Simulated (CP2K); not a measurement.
# ZnS (Wurtzite-6H) (P6_3mc) in CP2K: further runs, part 2 of 2

CP2K 2026.2. The steps go on from the part before.

## (3) Atomic charges, PBE (strain_c = -0.02)

The input, zns_charges.inp:

```
&GLOBAL
  PROJECT zns_charges
  RUN_TYPE ENERGY_FORCE
  PRINT_LEVEL LOW
&END GLOBAL
&FORCE_EVAL
  METHOD QS
  STRESS_TENSOR ANALYTICAL
  &DFT
    BASIS_SET_FILE_NAME BASIS_MOLOPT_UZH
    POTENTIAL_FILE_NAME POTENTIAL_UZH
    &MGRID
      CUTOFF 450
      REL_CUTOFF 60
      NGRIDS 4
    &END MGRID
    &QS
      METHOD GPW
      EPS_DEFAULT 1.0E-9
    &END QS
    &KPOINTS
      SCHEME MONKHORST-PACK 6 6 2
      GAMMA_CENTERED T
      SYMMETRY T
      SYMMETRY_BACKEND SPGLIB
    &END KPOINTS
    &SCF
      SCF_GUESS ATOMIC
      EPS_SCF 1.0E-6
      MAX_SCF 100
      ADDED_MOS 30
      CHOLESKY OFF
      EPS_EIGVAL 1.0E-7
      &DIAGONALIZATION ON
        ALGORITHM STANDARD
      &END DIAGONALIZATION
      &MIXING ON
        METHOD BROYDEN_MIXING
        ALPHA 0.4
        BETA 1.5
        NBUFFER 8
      &END MIXING
      &SMEAR ON
        METHOD FERMI_DIRAC
        ELECTRONIC_TEMPERATURE 580.23
      &END SMEAR
    &END SCF
    &XC
      &XC_FUNCTIONAL PBE
      &END XC_FUNCTIONAL
    &END XC
    &PRINT
      &KPOINTS ON
      &END KPOINTS
      &MULLIKEN ON
      &END MULLIKEN
      &MO ON
        ENERGIES T
        OCCUPATION_NUMBERS T
        &EACH
          QS_SCF 0
        &END EACH
        ADD_LAST NUMERIC
      &END MO
      &LOWDIN ON
      &END LOWDIN
      &HIRSHFELD ON
        SHAPE_FUNCTION GAUSSIAN
      &END HIRSHFELD
      &VORONOI ON
        VORONOI_RADII UNITY
      &END VORONOI
    &END PRINT
  &END DFT
  &SUBSYS
    &CELL
      ABC 3.8120000000 3.8120000000 18.3161902000
      ALPHA_BETA_GAMMA 90.0000000000 90.0000000000 120.0000000002
      PERIODIC XYZ
    &END CELL
    &COORD
      SCALED
      Zn  0.3333333333 0.6666666667 0.8333300000
      Zn  0.6666666667 0.3333333333 0.3333300000
      Zn  0.6666666667 0.3333333333 0.6666700000
      Zn  0.3333333333 0.6666666667 0.1666700000
      Zn  0.0000000000 0.0000000000 0.5000000000
      Zn  0.0000000000 0.0000000000 0.0000000000
      S   0.3333333333 0.6666666667 0.9583300000
      S   0.6666666667 0.3333333333 0.4583300000
      S   0.6666666667 0.3333333333 0.7916700000
      S   0.3333333333 0.6666666667 0.2916700000
      S   0.0000000000 0.0000000000 0.6250000000
      S   0.0000000000 0.0000000000 0.1250000000
    &END COORD
    &KIND Zn
      BASIS_SET DZVP-MOLOPT-PBE-GTH-q12
      POTENTIAL GTH-PBE-q12
    &END KIND
    &KIND S
      BASIS_SET DZVP-MOLOPT-PBE-GTH-q6
      POTENTIAL GTH-PBE-q6
    &END KIND
    &PRINT
      &ATOMIC_COORDINATES ON
      &END ATOMIC_COORDINATES
      &CELL ON
      &END CELL
      &SYMMETRY ON
      &END SYMMETRY
    &END PRINT
  &END SUBSYS
  &PRINT
    &FORCES ON
    &END FORCES
    &STRESS_TENSOR ON
    &END STRESS_TENSOR
  &END PRINT
&END FORCE_EVAL
```

Potentials or basis: POTENTIAL_UZH Zn GTH-PBE-q12, S GTH-PBE-q6; DZVP-MOLOPT-PBE-GTH basis.

Started as:

```bash
> OMP_NUM_THREADS=1 cp2k.psmp -i zns_charges.inp -o zns_charges.out
```

zns_charges.out:

```text

 CP2K| version string:                                       CP2K version 2026.2
 CP2K| Input file name                                           zns_charges.inp

 GLOBAL| Force Environment number                                              1
 GLOBAL| Basis set file name                                    BASIS_MOLOPT_UZH
 GLOBAL| Potential file name                                       POTENTIAL_UZH
 GLOBAL| MM Potential file name                                     MM_POTENTIAL
 GLOBAL| Coordinate file name                                      __STD_INPUT__
 GLOBAL| Method name                                                        CP2K
 GLOBAL| Project name                                                zns_charges
 GLOBAL| Run type                                                   ENERGY_FORCE
 GLOBAL| FFT library                                                       FFTW3
[... 8 lines left out ...]
 GLOBAL| CPU model name                                                  UNKNOWN

 CELL| Volume [angstrom^3]:                                           230.500335
 CELL| Vector a [angstrom]:       3.812     0.000     0.000   |a| =     3.812000
 CELL| Vector b [angstrom]:      -1.906     3.301     0.000   |b| =     3.812000
 CELL| Vector c [angstrom]:       0.000     0.000    18.316   |c| =    18.316190
 CELL| Angle (b,c), alpha [degree]:                                    90.000000
 CELL| Angle (a,c), beta  [degree]:                                    90.000000
 CELL| Angle (a,b), gamma [degree]:                                   120.000000
 CELL| Numerically orthorhombic:                                              NO
 CELL| Periodicity                                                           XYZ

 CELL_REF| Volume [angstrom^3]:                                       230.500335
 CELL_REF| Vector a [angstrom     3.812     0.000     0.000   |a| =     3.812000
 CELL_REF| Vector b [angstrom    -1.906     3.301     0.000   |b| =     3.812000
 CELL_REF| Vector c [angstrom     0.000     0.000    18.316   |c| =    18.316190
 CELL_REF| Angle (b,c), alpha [degree]:                                90.000000
 CELL_REF| Angle (a,c), beta  [degree]:                                90.000000
 CELL_REF| Angle (a,b), gamma [degree]:                               120.000000
 CELL_REF| Numerically orthorhombic:                                          NO
 CELL_REF| Periodicity                                                       XYZ
[... 10 lines left out ...]

  Total number of            - Atomic kinds:                                   2
                             - Atoms:                                         12
                             - Shell sets:                                    12
[... 1434 lines left out ...]
      9       S      2       6.000          4.856                         1.144
     10       S      2       6.000          4.856                         1.144
     11       S      2       6.000          4.857                         1.143
     12       S      2       6.000          4.857                         1.143

  Total Charge                                                            0.000
 !-----------------------------------------------------------------------------!

 VORONOI| Collecting electron density from MPI ranks and sending to library...
 VORONOI| Voronoi integration finished.

 LOWDIN POPULATION ANALYSIS

 #  Atom  Element  Kind  Atomic population                           Net charge
       1     Zn       1         13.012575                             -1.012575
       2     Zn       1         13.012575                             -1.012575
       3     Zn       1         13.020724                             -1.020724
       4     Zn       1         13.020723                             -1.020723
       5     Zn       1         13.003144                             -1.003144
       6     Zn       1         13.003144                             -1.003144
       7     S        2          4.986857                              1.013143
       8     S        2          4.986857                              1.013143
       9     S        2          4.987503                              1.012497
      10     S        2          4.987503                              1.012497
      11     S        2          4.989198                              1.010802
      12     S        2          4.989198                              1.010802
 # Total charge                            108.000000                 -0.000000

 ENERGY| Total FORCE_EVAL ( QS ) energy [hartree]           -425.027085628276211

 FORCES| Atomic forces [hartree/bohr]
 FORCES|   Atom     x               y               z               |f|
 FORCES|      1 -1.12919375E-06  6.52891063E-07 -2.53904454E-03   2.53904487E-03
 FORCES|      2  1.12921928E-06 -6.53023507E-07 -2.53904174E-03   2.53904208E-03
 FORCES|      3 -1.13423644E-06  7.17706763E-07 -2.40295197E-03   2.40295235E-03
 FORCES|      4  1.13432506E-06 -7.17494586E-07 -2.40296587E-03   2.40296624E-03
 FORCES|      5  1.14948465E-06 -6.79549341E-07 -2.71461325E-03   2.71461358E-03
 FORCES|      6 -1.14947174E-06  6.79645292E-07 -2.71460545E-03   2.71460578E-03
 FORCES|      7  1.04278480E-06 -6.47968723E-07  2.64434838E-03   2.64434866E-03
 FORCES|      8 -1.04285213E-06  6.48336587E-07  2.64436546E-03   2.64436575E-03
 FORCES|      9  1.04993871E-06 -6.04880828E-07  3.26652266E-03   3.26652288E-03
 FORCES|     10 -1.04990978E-06  6.04565554E-07  3.26652127E-03   3.26652149E-03
 FORCES|     11  1.04707652E-06 -5.27581005E-07  3.95466841E-03   3.95466858E-03
 FORCES|     12 -1.04716474E-06  5.27351257E-07  3.95467297E-03   3.95467314E-03
 FORCES| Sum     4.42372040E-13 -1.47300071E-12  4.41787632E-03
 FORCES| Total atomic force                                       4.41787632E-03

 STRESS| Analytical stress tensor [bar]
 STRESS|                        x                   y                   z
 STRESS|      x        3.26642961104E+04   4.41549296818E+00   3.38448186623E-05
 STRESS|      y        4.41549296818E+00   3.26691480393E+04  -5.72776916887E-04
 STRESS|      z        3.38448186623E-05  -5.72776916887E-04   6.76109208777E+04
 STRESS| 1/3 Trace                                             4.43147883425E+04
 STRESS| Determinant                                           7.21486079369E+13

 STRESS| Eigenvectors and eigenvalues of the analytical stress tensor [bar]
 STRESS|                        1                   2                   3
 STRESS| Eigenvalues   3.26616840314E+04   3.26717601183E+04   6.76109208777E+04
 STRESS|      x           0.860676791711      0.509151706478      0.000000000966
 STRESS|      y          -0.509151706478      0.860676791711     -0.000000016392
 STRESS|      z          -0.000000009178      0.000000013616      1.000000000000
```

Run time: 2.7 min. Hardware: 1 thread of Arm Neoverse V2, shared host; peak memory 1.1 GiB.

Results:

```yaml
Free_energy: -11565.5752 eV
Pressure: 4.4 GPa
Band_gap_on_the_k_mesh: 2.19 eV, direct
Mulliken_charges: Zn +0.24, +0.23, +0.26; S -0.25, -0.24 e
Hirshfeld_charges: Zn -1.14, -1.15; S +1.15, +1.14 e
Voronoi_charges: Zn +0.25, +0.21, +0.17, +0.24; S -0.24, -0.22, -0.16, -0.25 e
```

Levels at points of the mesh, in eV from the valence-band top:
```csv
k point,band 51,band 52,band 53,band 54,band 55,band 56,band 57,band 58
"(0.00, 0.00, 0.00)",-0.31,-0.04,-0.04,0.00,2.19,3.14,3.23,3.27
"(0.00, 0.00, 0.50)",-0.12,-0.12,-0.12,-0.12,2.66,2.66,3.19,3.19
"(0.00, 0.50, 0.00)",-1.35,-1.34,-1.14,-0.92,3.49,3.58,3.62,3.92
"(0.00, 0.50, 0.50)",-1.26,-1.26,-1.04,-1.04,3.39,3.39,3.95,3.95
```

Caveat: Hirshfeld charges from Gaussian shapes aren't those from atomic densities; Mulliken charges move with the basis; the basis of atomic orbitals isn't converged, which shifts pressures, moduli and gaps. A k mesh can miss the band edges.

## (4) Atomic charges, PBE (strain_c = 0.02)

Changes to zns_charges.inp since step 3:

```diff
@@ -21,3 +21,3 @@
     &KPOINTS
-      SCHEME MONKHORST-PACK 6 6 2
+      SCHEME MONKHORST-PACK 6 6 1
       GAMMA_CENTERED T
@@ -76,3 +76,3 @@
     &CELL
-      ABC 3.8120000000 3.8120000000 18.3161902000
+      ABC 3.8120000000 3.8120000000 19.0637898000
       ALPHA_BETA_GAMMA 90.0000000000 90.0000000000 120.0000000002
```

Started as:

```bash
> OMP_NUM_THREADS=1 cp2k.psmp -i zns_charges.inp -o zns_charges.out
```

Wall time 2.3 min (1 thread of Arm Neoverse V2, shared host); peak memory 1 GiB.

Results (log left out):

* Free energy: -11565.7570 eV
* Pressure: 1.2 GPa
* Band gap on the k mesh: 2.00 eV, direct
* Mulliken charges: Zn +0.28, +0.29; S -0.29, -0.28 e
* Hirshfeld charges: Zn -1.09, -1.10; S +1.09 e
* Voronoi charges: Zn +0.23, +0.19, +0.24; S -0.24, -0.19, -0.23 e

Stress tensor (GPa, compression positive):
```
 1.96  0.00  0.00
 0.00  1.96  0.00
 0.00  0.00 -0.32
```

Levels at points of the mesh, in eV from the valence-band top:
| k point | band 52 | band 53 | band 54 | band 55 | band 56 | band 57 |
| --- | --- | --- | --- | --- | --- | --- |
| (0.00, 0.00, 0.00) | -0.09 | 0.00 | 0.00 | 2.00 | 3.15 | 3.26 |
| (0.00, 0.50, 0.00) | -1.25 | -1.12 | -0.90 | 3.38 | 3.61 | 3.64 |

Caveat: Hirshfeld charges from Gaussian shapes aren't those from atomic densities; Mulliken charges move with the basis; the basis of atomic orbitals isn't converged, which shifts pressures, moduli and gaps.

## (5) Atomic charges, PBE (strain_c = -0.04)

Changes to zns_charges.inp since step 4:

```diff
@@ -21,3 +21,3 @@
     &KPOINTS
-      SCHEME MONKHORST-PACK 6 6 1
+      SCHEME MONKHORST-PACK 6 6 2
       GAMMA_CENTERED T
@@ -76,3 +76,3 @@
     &CELL
-      ABC 3.8120000000 3.8120000000 19.0637898000
+      ABC 3.8120000000 3.8120000000 17.9423904000
       ALPHA_BETA_GAMMA 90.0000000000 90.0000000000 120.0000000002
```

Started as:

```bash
> OMP_NUM_THREADS=1 cp2k.psmp -i zns_charges.inp -o zns_charges.out
```

It took 2.8 min on 1 thread of Arm Neoverse V2, shared host; peak memory 1.1 GiB.

It converged, with:

```yaml
Free_energy: -11565.3091 eV
Pressure: 6.5 GPa
Band_gap_on_the_k_mesh: 2.23 eV, direct
Mulliken_charges: Zn +0.21, +0.24; S -0.23, -0.22 e
Hirshfeld_charges: Zn -1.17, -1.18; S +1.17 e
Voronoi_charges: Zn +0.24, +0.21, +0.16, +0.23; S -0.23, -0.21, -0.15, -0.25 e
```

Stress tensor (GPa, compression positive):
```
 4.02  0.00  0.00
 0.00  4.02  0.00
 0.00  0.00 11.52
```

Levels at points of the mesh, in eV from the valence-band top:
| k point | band 51 | band 52 | band 53 | band 54 | band 55 | band 56 | band 57 | band 58 |
| --- | --- | --- | --- | --- | --- | --- | --- | --- |
| (0.00, 0.00, 0.00) | -0.40 | -0.10 | -0.10 | 0.00 | 2.23 | 3.00 | 3.15 | 3.20 |
| (0.00, 0.00, 0.50) | -0.19 | -0.19 | -0.19 | -0.19 | 2.68 | 2.68 | 3.06 | 3.06 |
| (0.00, 0.50, 0.00) | -1.44 | -1.43 | -1.19 | -0.96 | 3.44 | 3.46 | 3.61 | 3.91 |
| (0.00, 0.50, 0.50) | -1.30 | -1.30 | -1.10 | -1.10 | 3.34 | 3.34 | 3.88 | 3.88 |

Caveat: Hirshfeld charges from Gaussian shapes aren't those from atomic densities; Mulliken charges move with the basis; the basis of atomic orbitals isn't converged, which shifts pressures, moduli and gaps. A k mesh can miss the band edges.

## (6) Summary

| cell | k mesh | gap on the mesh (eV) | pressure (GPa) |
| --- | --- | --- | --- |
| strain_c = 0 | 6 × 6 × 2 | 2.12 | 2.7 |
| strain_c = -0.02 | 6 × 6 × 2 | 2.19 | 4.4 |
| strain_c = 0.02 | 6 × 6 × 1 | 2.00 | 1.2 |
| strain_c = -0.04 | 6 × 6 × 2 | 2.23 | 6.5 |

Alike in all rows: task atomic charges; level PBE; potentials or basis POTENTIAL_UZH Zn GTH-PBE-q12, S GTH-PBE-q6; DZVP-MOLOPT-PBE-GTH basis; no spin polarisation; smearing fermi-dirac 0.05 eV.

Caveats: the basis of atomic orbitals isn't converged, which shifts pressures, moduli and gaps.

Absolute energies hang on the potentials; compare differences alone.
